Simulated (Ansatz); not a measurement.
**Si5H12O3 in a box: levels of theory**

Aim: for Si5H12O3 in a box, compare levels of theory; the runs are relaxing the atoms and single point.

Program: Ansatz 0.2.0. Level of theory: DFT PBE, scalar-relativistic, plane waves, PAW, and further levels as typed in the inputs. These are calculated values, not measurements.

### Step 1. Starting point

Symmetry: P1, No. 1, triclinic system. Conventional cell: a = 15.000 Å, b = 15.000 Å, c = 15.000 Å, α = 90.00°, β = 90.00°, γ = 90.00°. Around Si (site symmetry 1) lie 3 O at 1.73 Å. Si (site symmetry 1) has 3 H at 1.47 Å as nearest neighbours. O (site symmetry 1) is surrounded by 2 Si at 1.72 to 1.73 Å. Only part of the 20 independent sites is listed.

Structure file:

```
CELL_PARAMETERS angstrom
15.00000 0.00000 0.00000
0.00000 15.00000 0.00000
0.00000 0.00000 15.00000
ATOMIC_POSITIONS crystal
Si 0.50238 0.50329 0.48052
Si 0.48437 0.47841 0.62778
O 0.59393 0.44456 0.44177
Si 0.68894 0.49495 0.48232
O 0.40831 0.46878 0.42315
Si 0.40574 0.35388 0.42384
O 0.51899 0.61597 0.46156
Si 0.41937 0.67057 0.47901
H 0.39518 0.50819 0.65537
H 0.55227 0.52815 0.67796
H 0.49388 0.38264 0.64624
H 0.68977 0.49418 0.58033
H 0.76712 0.44484 0.45099
H 0.69631 0.58682 0.44878
H 0.40147 0.31959 0.51557
H 0.32538 0.32378 0.37649
H 0.48392 0.31731 0.37726
H 0.38833 0.65801 0.57113
H 0.43295 0.76653 0.46445
H 0.35139 0.63954 0.41548
```

### Step 2. Relaxing the atoms: Si5H12O3 in a box, no spin

The input, input.yaml:

```yaml
crystal:
  lattice:
    - [15.0, 0.0, 0.0]
    - [0.0, 15.0, 0.0]
    - [0.0, 0.0, 15.0]
  atoms:
    - { symbol: Si, position: [0.50238342, 0.50329134, 0.48051772] }
    - { symbol: Si, position: [0.48436727, 0.47841291, 0.6277812] }
    - { symbol: O, position: [0.59393131, 0.44456486, 0.4417678] }
    - { symbol: Si, position: [0.68893838, 0.49494888, 0.48231881] }
    - { symbol: O, position: [0.40831185, 0.4687818, 0.42315045] }
    - { symbol: Si, position: [0.40574065, 0.35388101, 0.42384041] }
    - { symbol: O, position: [0.51898584, 0.61596863, 0.4615557] }
    - { symbol: Si, position: [0.41936944, 0.67056952, 0.47900841] }
    - { symbol: H, position: [0.3951761, 0.50819087, 0.6553726] }
    - { symbol: H, position: [0.55227324, 0.52814835, 0.67796325] }
    - { symbol: H, position: [0.49387996, 0.38264277, 0.64623804] }
    - { symbol: H, position: [0.68976644, 0.49417974, 0.58033239] }
    - { symbol: H, position: [0.76711703, 0.44483772, 0.45098632] }
    - { symbol: H, position: [0.69631387, 0.58681753, 0.44877716] }
    - { symbol: H, position: [0.40147101, 0.31958879, 0.5155669] }
    - { symbol: H, position: [0.32538396, 0.32378363, 0.37649379] }
    - { symbol: H, position: [0.48391995, 0.31730656, 0.37726151] }
    - { symbol: H, position: [0.38832758, 0.65801287, 0.57113153] }
    - { symbol: H, position: [0.43295427, 0.76652937, 0.46445101] }
    - { symbol: H, position: [0.35138842, 0.63954284, 0.415485] }
scf:
  occupations: { method: gaussian, width: 0.02 }
output:
  forces: true
  stress: false
  eigenvalues: true
  write_density: true
  write_potential: true
  elf: true
  volumetric_format: npy
kpoints:
  mp_grid: { grid: [1, 1, 1] }
hamiltonian:
  xc: pbe
  pseudopotentials: { kind: paw, azcp: { folder: soft_1 } }
relax:
  f_tol: 0.02
  max_steps: 80
```

Launch:

```console
$ ansatz run input.yaml --threads 4 --pin off --max-ram 20480MiB --backend cpu --events-out ev --progress --plain --runs-dir out
```

Log:

```text
Warning: RAYON_NUM_THREADS=4 ignored (pool sized by the plan → 4); use --threads N
Engine: ansatz 0.2.0, x86_64-unknown-linux-gnu
Pseudopotentials: kind: paw
Pseudopotential: Si, paw, valence charge 4, recommended cutoff 420 eV (normal), <dir>
Pseudopotential: O, paw, valence charge 6, recommended cutoff 420 eV (normal), <dir>
Pseudopotential: H, paw, valence charge 1, recommended cutoff 420 eV (normal), <dir>
Functional definition: PBE
  parameter kappa = 0.804
  parameter beta = 0.06672455060314922
  exchange = pbe_x(kappa = kappa, mu = beta*pi^2/3)
  correlation = pbe_c(beta = beta)
Crystal: 20 atoms, lattice volume = 3375.000 Å³
Basis set: ecut = 420 eV, 65867 PW (Γ), exchange–correlation on 216×216×216 points (8 copies of the dense FFT grid, shifted against one another)
Bands: 45, of which v1, the nominal top of the filled ones, is band 25 counted from 1 (24 counted from 0)
Symmetry: 1 space group operations
Space group: P1 (ITA 1), of the structure as read, at distance tolerance 1.5e-4 Å
k-points: 1
Non-local potential: Si, projectors of the file, l = 0: 2, l = 1: 2, l = 2: 1
Non-local potential: O, projectors of the file, l = 0: 2, l = 1: 2, l = 2: 1
Non-local potential: H, projectors of the file, l = 0: 2, l = 1: 1
PAW form: soft (Blöchl's): semilocal exchange-correlation on the pseudo side does not see the compensation charge
PAW one-centre angular grid: Si, 110 points (default); XC on 64 Gauss nodes
PAW one-centre angular grid: O, 110 points (default); XC on 64 Gauss nodes
PAW one-centre angular grid: H, 110 points (default); XC on 64 Gauss nodes
Initial density: superposition of atomic densities (neutral atoms: chi_scale 0, normalization atom)
Initial wavefunctions: pseudopotential atomic-orbital guess
Functional: x = pbe(κ = 0.804, μ = 0.2195149727645171), c = pbe(β = 0.06672455060314922)
SCF iter   1: F=—  HF=-5082.757746 eV  |F-HF|=—  |Δ(HF+E_count)|=         —  Δρ=2.95e-2  dr2=2.63e1  ethr=3.10e-3  ⟨swp⟩=10.0  Hψ=325  notcnv=0  defer=5
preconditioner: auto → Resta (q_TF=auto, 1.352 Å⁻¹)  ε∞=1.1  [insulator: Δε(μ)=6.267 eV  Ē_g=11.673 eV  σ=0.020 eV  W_gap=1.00  n_scr=146 (ndim 8)  ℏωp=4.2 eV  f_vac=0.836  D(μ)=0.00/eV (n_scr^D=0)  ε∞_Penn≈1.1  vacuum switching on, ρ_ref=9.9e-3 e/Å³]
SCF iter   2: F=—  HF=-5076.594080 eV  |F-HF|=—  |Δ(HF+E_count)|=    6.16e0  Δρ=1.78e-2  dr2=7.52e0  ethr=3.10e-3  ⟨swp⟩=6.0  Hψ=134  notcnv=0  defer=11
SCF iter   3: F=—  HF=-5075.001776 eV  |F-HF|=—  |Δ(HF+E_count)|=    1.59e0  Δρ=6.55e-3  dr2=1.51e0  ethr=3.10e-3  ⟨swp⟩=4.0  Hψ=118  notcnv=0  defer=11
SCF iter   4: F=—  HF=-5074.658182 eV  |F-HF|=—  |Δ(HF+E_count)|=   3.44e-1  Δρ=2.83e-3  dr2=2.65e-1  ethr=3.03e-3  ⟨swp⟩=3.0  Hψ=58  notcnv=0  defer=11
SCF iter   5: F=—  HF=-5074.608876 eV  |F-HF|=—  |Δ(HF+E_count)|=   4.93e-2  Δρ=5.10e-4  dr2=6.88e-3  ethr=5.31e-4  ⟨swp⟩=5.0  Hψ=71  notcnv=0  defer=11
SCF iter   6: F=—  HF=-5074.608743 eV  |F-HF|=—  |Δ(HF+E_count)|=   1.33e-4  Δρ=1.70e-4  dr2=9.58e-4  ethr=1.38e-5  ⟨swp⟩=4.0  Hψ=85  notcnv=0  defer=11
SCF iter   7: F=—  HF=-5074.608666 eV  |F-HF|=—  |Δ(HF+E_count)|=   7.61e-5  Δρ=6.82e-5  dr2=1.35e-4  ethr=1.92e-6  ⟨swp⟩=3.0  Hψ=58  notcnv=0  defer=11
SCF iter   8: F=—  HF=-5074.608641 eV  |F-HF|=—  |Δ(HF+E_count)|=   2.59e-5  Δρ=2.32e-5  dr2=1.21e-5  ethr=2.70e-7  ⟨swp⟩=2.0  Hψ=57  notcnv=0  defer=11
SCF iter   9: F=-5074.608639 eV  HF=-5074.608639 eV  |F-HF|=3.59e-7  |Δ(HF+E_count)|=   1.14e-6  Δρ=5.40e-6  dr2=8.62e-7  ethr=2.00e-8  ⟨swp⟩=43.0  Hψ=774  notcnv=0
SCF 1 converged in 9 iterations: F = -5074.608639 eV  dr2 = 8.62e-7
relax step   1: F+E_penalty+E_count = -5074.60863910 eV  Δ(F+E_penalty+E_count) = +0.000e0 eV  max|allowed force component| = 2.456e0 eV/Å  Δτ_max = 0.0000 Å  (9 SCF iters, dr2 threshold 1.00e-5 eV, accepted)
[... from here on, the SCF cycles and remarks between the steps are left out, and one step in 2 is shown ...]
relax step   2: F+E_penalty+E_count = -5075.21787029 eV  Δ(F+E_penalty+E_count) = -6.092e-1 eV  max|allowed force component| = 1.932e0 eV/Å  Δτ_max = 0.1708 Å  (6 SCF iters, dr2 threshold 1.00e-4 eV, accepted)
relax step   4: F+E_penalty+E_count = -5075.54413604 eV  Δ(F+E_penalty+E_count) = -3.263e-1 eV  max|allowed force component| = 2.713e-1 eV/Å  Δτ_max = 0.0972 Å  (8 SCF iters, accepted)
relax step   6: F+E_penalty+E_count = -5075.74363819 eV  Δ(F+E_penalty+E_count) = -9.561e-2 eV  max|allowed force component| = 1.751e-1 eV/Å  Δτ_max = 0.1500 Å  (8 SCF iters, dr2 threshold 3.76e-6 eV, accepted)
relax step   8: F+E_penalty+E_count = -5075.81199871 eV  Δ(F+E_penalty+E_count) = -8.053e-3 eV  max|allowed force component| = 1.051e-1 eV/Å  Δτ_max = 0.0916 Å  (5 SCF iters, dr2 threshold 5.34e-5 eV, accepted)
relax step  10: F+E_penalty+E_count = -5075.81853744 eV  Δ(F+E_penalty+E_count) = -1.093e-3 eV  max|allowed force component| = 3.485e-2 eV/Å  Δτ_max = 0.0269 Å  (7 SCF iters, accepted)
relax step  12: F+E_penalty+E_count = -5075.82086193 eV  Δ(F+E_penalty+E_count) = -1.466e-3 eV  max|allowed force component| = 1.069e-1 eV/Å  Δτ_max = 0.0201 Å  (5 SCF iters, dr2 threshold 8.63e-6 eV, accepted)
relax step  14: F+E_penalty+E_count = -5075.82430486 eV  Δ(F+E_penalty+E_count) = -1.499e-3 eV  max|allowed force component| = 1.185e-1 eV/Å  Δτ_max = 0.1569 Å  (9 SCF iters, dr2 threshold 8.98e-7 eV, accepted)
relax step  16: F+E_penalty+E_count = -5075.82858149 eV  Δ(F+E_penalty+E_count) = -1.901e-3 eV  max|allowed force component| = 2.723e-2 eV/Å  Δτ_max = 0.0328 Å  (6 SCF iters, dr2 threshold 3.63e-6 eV, accepted)
relax step  18: F+E_penalty+E_count = -5075.82695107 eV  Δ(F+E_penalty+E_count) = +3.121e-3 eV  max|allowed force component| = 2.063e-1 eV/Å  Δτ_max = 0.1940 Å  (10 SCF iters, rejected (line search))
relax step  20: F+E_penalty+E_count = -5075.83113795 eV  Δ(F+E_penalty+E_count) = +1.222e-4 eV  max|allowed force component| = 8.905e-2 eV/Å  Δτ_max = 0.0968 Å  (6 SCF iters, dr2 threshold 8.11e-7 eV, rejected (line search))
relax step  22: F+E_penalty+E_count = -5075.83225487 eV  Δ(F+E_penalty+E_count) = -9.387e-5 eV  max|allowed force component| = 3.537e-2 eV/Å  Δτ_max = 0.0489 Å  (8 SCF iters, accepted)
relax step  24: F+E_penalty+E_count = -5075.83321973 eV  Δ(F+E_penalty+E_count) = -1.796e-4 eV  max|allowed force component| = 2.261e-2 eV/Å  Δτ_max = 0.0061 Å  (5 SCF iters, dr2 threshold 4.62e-7 eV, accepted)
relax step  26: F+E_penalty+E_count = -5075.83367902 eV  Δ(F+E_penalty+E_count) = -2.585e-4 eV  max|allowed force component| = 2.879e-2 eV/Å  Δτ_max = 0.0468 Å  (6 SCF iters, dr2 threshold 4.40e-7 eV, accepted)
relax step  28: F+E_penalty+E_count = -5075.83399223 eV  Δ(F+E_penalty+E_count) = -1.357e-4 eV  max|allowed force component| = 3.345e-2 eV/Å  Δτ_max = 0.0382 Å  (6 SCF iters, dr2 threshold 6.11e-7 eV, accepted)
relax step  30: F+E_penalty+E_count = -5075.83422350 eV  Δ(F+E_penalty+E_count) = -1.116e-4 eV  max|allowed force component| = 1.310e-2 eV/Å  Δτ_max = 0.0102 Å  (6 SCF iters, accepted)
relax step  32: F+E_penalty+E_count = -5075.83416633 eV  Δ(F+E_penalty+E_count) = +1.651e-4 eV  max|allowed force component| = 4.105e-2 eV/Å  Δτ_max = 0.0984 Å  (8 SCF iters, rejected (line search))
relax step  33: F+E_penalty+E_count = -5075.83447789 eV  Δ(F+E_penalty+E_count) = -1.465e-4 eV  max|allowed force component| = 1.202e-2 eV/Å  Δτ_max = 0.0483 Å  (8 SCF iters, accepted)
WARN: The output density's exchange-correlation potential varies sharply where the density is thin. Do not read a vacuum level from v_tot or v_xc, or from such a field of the output density. On a cell that repeats whose density bears no net charge and no dipole along the vacuum's axis use v_es (v_loc + v_h of the components); under efield.dipole_correction with no amplitude use v_es + v_field, which holds any external_charges[].barrier, or the levels of the report's work_function block, which leave it out; under a non-zero efield.amplitude the vacuum is tilted and has no level; on a cell that repeats and bears such a dipole with no correction it is tilted too, and efield.dipole_correction with no amplitude gives each side of its ramp a level where efield: is served; in a cell that repeats whose density bears a net charge (total_charge, or a fill off its count) it is curved and has none; of a slab under crystal.periodic whose density bears no net charge use v_es, which has a level on each side, short of where the two are joined; of another it falls or rises all the way out and has none; of a slab beside external_charges read slab_vacuum_level instead, which it has where they leave it neutral. The grid or the basis barely resolves most such structure, and the values can differ between equally converged runs; as a rule a tighter scf.convergence.dr2_threshold does not remove it. Where the density itself ripples (under the LDA too) a higher basis.ecutwfc lessens it. The files hold the spikes' plane waves up to the density's cutoff. Files: v_tot_of_output_density and the like, and their columns of v_z.tsv (output.write_potential); v_xc_of_output_density and the like, and their columns of v_comp_z.tsv (output.write_potential_components). Measured: with its Gaussian average of σ = 0.25 Å subtracted twice, the exchange-correlation potential is over 0.1 eV at 1513 of the grid points where the equally averaged density (valence and model cores) is under 1e-3 e/Å³, and 0.486 eV at the most among them, at an averaged density of 9.4e-4 e/Å³. The input density's (outcome.potential() and, of a run that writes arrays, v_tot and v_xc) is over 0.1 eV, so measured, at 1517 points of its own thin density, 0.486 eV at the most. See output.write_potential in the manual, Limitations
SCF converged after 8 iterations
Free energy (F): -5075.834478 eV
Harris-Foulkes:  -5075.834478 eV  (|F-HF|=5.84e-9)
Internal energy: -5075.834478 eV  (E = F + TS)
E sigma→0 (E₀):  -5075.834478 eV
Fermi energy:    -3.619067 eV
--- Per-component energies (eV) ---
  E_band       = -566.409318
  E_kinetic    = 880.704791
  E_local      = -8527.860017  (includes V_loc(G=0)·N_el)
  E_nonlocal   = 276.992619
  E_hartree    = 3801.150682
  E_xc         = -602.111744
  E_vxc        = -647.513429  (∫ρ·V_xc dr)
  E_paw        = -3056.450200  (= ΣΔE_a)
  E_vpaw       = -151.022708  (= ΣTr[D̂ρ^β])
  E_aug_tail   = -0.009414  (compensation charges beyond the density's cutoff)
  E_ewald      = 2151.748805
  E_smearing   = -0.000000  (= −TS)
  E_closure    = 0.000000  (closes the sum)
  Σ components = -5075.834478   (vs F -5075.834478, Δ=0.00e0)
--- Forces (eV/Å), atoms counted from 1 ---
  atom   1  Si     0.00149012     0.00275551    -0.01080815
  atom   2  Si    -0.00023979    -0.00138811     0.00062513
  atom   3  O     -0.01042929     0.00515412     0.00368461
  atom   4  Si     0.01202402    -0.00015605    -0.00043662
  atom   5  O      0.00912813     0.00451854     0.00533814
  atom   6  Si    -0.00591720    -0.00954500    -0.00359338
  atom   7  O     -0.00024356    -0.01137906     0.00147191
  atom   8  Si    -0.00522941     0.01036992    -0.00051174
  atom   9  H     -0.00076703     0.00113467    -0.00033317
  atom  10  H      0.00169600     0.00023847    -0.00050238
  atom  11  H     -0.00072769    -0.00119170     0.00036268
  atom  12  H     -0.00432870    -0.00323563    -0.00732925
  atom  13  H     -0.00366861     0.00692982     0.00341018
  atom  14  H     -0.00055348    -0.00522151     0.00444381
  atom  15  H     -0.00061068     0.00775117    -0.00525209
  atom  16  H      0.00802188    -0.00130332     0.00340391
  atom  17  H     -0.00455077     0.00131412     0.00507243
  atom  18  H      0.00693362    -0.00122287    -0.00549854
  atom  19  H     -0.00494735    -0.00678591     0.00095616
  atom  20  H      0.00291104     0.00125102     0.00554463
  max |Σ_I F_I| component: 4.83e-5 eV/Å
--- Band table (eV) ---
[... 1 line left out ...]
--- Relaxed structure (33 steps of the walk, 29 accepted, 0 SCFs on fresh bases) ---
  F+E_penalty+E_count = -5075.83447789 eV   max|allowed force component| = 1.202e-2 eV/Å
  atoms:
    - { symbol: Si, position: [0.49712593666054, 0.49605407975395194, 0.5232609707470399] }
    - { symbol: Si, position: [0.4785130484109588, 0.4703712049379029, 0.676303259970143] }
    - { symbol: O, position: [0.596752272697456, 0.46409144868574215, 0.4912126004121767] }
    - { symbol: Si, position: [0.6975903522912199, 0.5010073985421205, 0.4657987707251546] }
    - { symbol: O, position: [0.422410651319881, 0.440179778974985, 0.4660711872448387] }
    - { symbol: Si, position: [0.4075942428442678, 0.34976516779190836, 0.40457073618319295] }
    - { symbol: O, position: [0.4857320176500417, 0.6025905983972898, 0.5010127014674419] }
    - { symbol: Si, position: [0.41539724340578327, 0.6775908020015158, 0.46097192610859583] }
    - { symbol: H, position: [0.3886272548825841, 0.5016533302099455, 0.7059003032764166] }
    - { symbol: H, position: [0.5480218058100633, 0.5193503475273987, 0.7282960121741404] }
    - { symbol: H, position: [0.48652887742382944, 0.37303027678579753, 0.6961624009705834] }
    - { symbol: H, position: [0.7409602374996143, 0.5404984721896148, 0.5462889734274121] }
    - { symbol: H, position: [0.7506261216831145, 0.4232183595589085, 0.43402766839803003] }
    - { symbol: H, position: [0.692571586633933, 0.5698370780882988, 0.39406613566283966] }
    - { symbol: H, position: [0.4192863115834357, 0.2680608308078075, 0.46031216103182104] }
    - { symbol: H, position: [0.31489729069575095, 0.3528950179539773, 0.3689119989946454] }
    - { symbol: H, position: [0.4725640277287144, 0.3476952647000113, 0.32918613873078956] }
    - { symbol: H, position: [0.3366279589170955, 0.6864003979980756, 0.5212805065853701] }
    - { symbol: H, position: [0.46376491693215455, 0.7642635822129779, 0.45630252922270614] }
    - { symbol: H, position: [0.38440783492956115, 0.6514465528817699, 0.3700630186666629] }
```

Wall time 4.5 min (4 threads of Intel Xeon Platinum 8259CL at 2.50GHz (Skylake/Cascade Lake), shared host); peak memory 1.8 GiB.

The steps of the relaxation:

| step | E - E(step 1) (eV/cell) | largest force component (eV/Å) |
| --- | --- | --- |
| 1 | 0.0000 | 2.4555 |
| 2 | -0.6092 | 1.9322 |
| 3 | -0.3232 | 4.3769 |
| 4 | -0.9355 | 0.2713 |
| 5 | -1.0394 | 0.2454 |
| 6 | -1.1350 | 0.1751 |
| 7 | -1.1953 | 0.3240 |
| 8 | -1.2034 | 0.1051 |
| 9 | -1.2088 | 0.0463 |
| 10 | -1.2099 | 0.0349 |
| 11 | -1.2108 | 0.1233 |
| 12 | -1.2122 | 0.1069 |
| 13 | -1.2142 | 0.0566 |
| 14 | -1.2157 | 0.1185 |
| 15 | -1.2180 | 0.0845 |
| 16 | -1.2199 | 0.0272 |
| 17 | -1.2214 | 0.0158 |
| 18 | -1.2183 | 0.2063 |
| 19 | -1.2226 | 0.0492 |
| 20 | -1.2225 | 0.0890 |
| 21 | -1.2235 | 0.0209 |
| 22 | -1.2236 | 0.0354 |
| 23 | -1.2244 | 0.0276 |
| 24 | -1.2246 | 0.0226 |
| 25 | -1.2248 | 0.0256 |
| 26 | -1.2250 | 0.0288 |
| 27 | -1.2252 | 0.0267 |
| 28 | -1.2254 | 0.0334 |
| 29 | -1.2255 | 0.0248 |
| 30 | -1.2256 | 0.0131 |
| 31 | -1.2257 | 0.0097 |
| 32 | -1.2255 | 0.0410 |
| 33 | -1.2258 | 0.0120 |

Step 1 is the start. Steps 3, 18, 20, 32 were tried and not accepted.

Density in a lattice plane of the grid's cell (edges 15.00 and 15.00 Å, at 0.460 of the third edge), which holds Si and O and H.

Values in e/Å³, 12 rows by 12 columns:
```
0.00 0.00 0.00 0.00 0.00 0.00 0.00 0.00 0.00 0.00 0.00 0.00
0.00 0.00 0.00 0.00 0.00 0.02 0.02 0.00 0.00 0.00 0.00 0.00
0.00 0.00 0.00 0.00 0.04 0.47 0.32 0.00 0.00 0.00 0.00 0.00
0.00 0.00 0.00 0.01 0.23 0.15 0.21 0.01 0.00 0.00 0.00 0.00
0.00 0.00 0.00 0.00 0.02 0.16 1.18 0.03 0.15 0.09 0.00 0.00
0.00 0.00 0.00 0.00 0.02 0.48 0.20 1.05 0.29 0.27 0.01 0.00
0.00 0.00 0.00 0.00 0.06 4.51 0.16 0.51 0.13 0.71 0.02 0.00
0.00 0.00 0.00 0.00 0.08 0.38 0.04 0.00 0.00 0.01 0.00 0.00
0.00 0.00 0.00 0.00 0.03 0.86 0.03 0.00 0.00 0.00 0.00 0.00
0.00 0.00 0.00 0.00 0.00 0.01 0.00 0.00 0.00 0.00 0.00 0.00
0.00 0.00 0.00 0.00 0.00 0.00 0.00 0.00 0.00 0.00 0.00 0.00
0.00 0.00 0.00 0.00 0.00 0.00 0.00 0.00 0.00 0.00 0.00 0.00
```
Columns run along the first of these edges and rows up along the second, over one cell in 12 and 12 even steps from the bottom left corner. Atoms in the plane (fractional): Si at (0.70, 0.50), O at (0.42, 0.44), Si at (0.42, 0.68), H at (0.42, 0.27), H at (0.46, 0.76).

ELF in the same plane.

Ten even steps from '0' (0.00) to '9' (1.00):
```
000000000000000000000000
000000000038862000000000
000000000189996000000000
000000000299996000000000
000000133299980000000000
000000367446300000000000
000000146415530011000000
000000001137860065200000
000000000004510156310000
000000001564157723320000
000000002857358739995000
000000000687116409999400
000002332232000006999500
000000112999400000785200
000000004999810000010000
000000004999810000000000
000000001798400000000000
000000000131000000000000
000000000000000000000000
000000000000000000000000
```
Columns run along the first of these edges and rows up along the second, over one cell in 24 and 20 even steps from the bottom left corner. Atoms in the plane (fractional): Si at (0.70, 0.50), O at (0.42, 0.44), Si at (0.42, 0.68), H at (0.42, 0.27), H at (0.46, 0.76).

Both are smooth fields of the valence electrons: close to the nuclei they are not physical.

The highest ELF values outside the cores: 1.00 beside H, off the lines to its neighbours, 1.2 Å from H; 1.00 at H; 0.99 on the Si–Si line, 1.2 Å from Si.

[end of part 1 of 2]
